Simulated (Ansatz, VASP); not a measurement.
## GaN: VASP beside Ansatz

File INCAR:

```
SYSTEM = GaN
PREC = Accurate
ENCUT = 520
EDIFF = 1E-8
ISMEAR = -1
SIGMA = 0.02
LREAL = .FALSE.
LASPH = .TRUE.
NELM = 80
ALGO = Normal
ISIF = 2
LWAVE = .FALSE.
LCHARG = .FALSE.
GGA = PS
LEFG = .TRUE.
NBANDS = 16
```

Contents of KPOINTS:

```
Automatic mesh
0
G
  13 13 13
  0 0 0
```

POSCAR

```
GaN
1.0
    0.0000000000      2.0187201121      2.0187201121
    2.0187201121      0.0000000000      2.0187201121
    2.0187201121      2.0187201121      0.0000000000
Ga N
1 1
Direct
    0.5000000000      0.5000000000      0.5000000000
    0.0000000000      0.0000000000      0.0000000000
```

Input for Ansatz:

```yaml
crystal:
  lattice:
    - [0.0, 2.0187201121, 2.0187201121]
    - [2.0187201121, 0.0, 2.0187201121]
    - [2.0187201121, 2.0187201121, 0.0]
  atoms:
    - { symbol: Ga, position: [0.5, 0.5, 0.5] }
    - { symbol: "N", position: [0.0, 0.0, 0.0] }
kpoints:
  mp_grid: { grid: [13, 13, 13] }
scf:
  occupations: { method: fermi_dirac, width: 0.02 }
hamiltonian:
  xc: pbesol
  pseudopotentials: { kind: paw }
output:
  forces: true
  stress: true
  eigenvalues: true
  efg: { contact_densities: true }
```

Change from the starting cell: volume scaled by 1.04, PAW files.

Alike in both runs: task electric field gradients; functional PBEsol; k mesh 13 × 13 × 13; occupations fermi-dirac, width 0.02 eV; no spin polarisation.

|  | VASP | Ansatz |
| --- | --- | --- |
| version | VASP 6.6.1 | Ansatz 0.2.0 |
| potentials or method | VASP PAW PBE potentials, release 64 (Ga_d, N) | PAW with Ansatz's default frozen-core files, scalar-relativistic |
| plane-wave cutoff (eV) | 520 | 420 |
| valence electrons in the cell | 18 | 18 |

|  | VASP | Ansatz | Ansatz less VASP |
| --- | --- | --- | --- |
| gap on the k mesh at the Fermi level (eV) | 1.54 | 1.55 | +0.010 |
| pressure (GPa) | 42.2 | 41.5 | -0.73 |
| Vzz of the field gradient on the site that differs most (V/Å²) | 0.0 | 0.0 | 0.00 |

Caveats: so large a pressure means that the cell lies far from this level's equilibrium, or that cutoff or potentials fall short (VASP); the potentials were made for another functional, which shifts forces and pressure (VASP); an odd mesh through Γ misses points on the zone boundary, where band edges often lie.
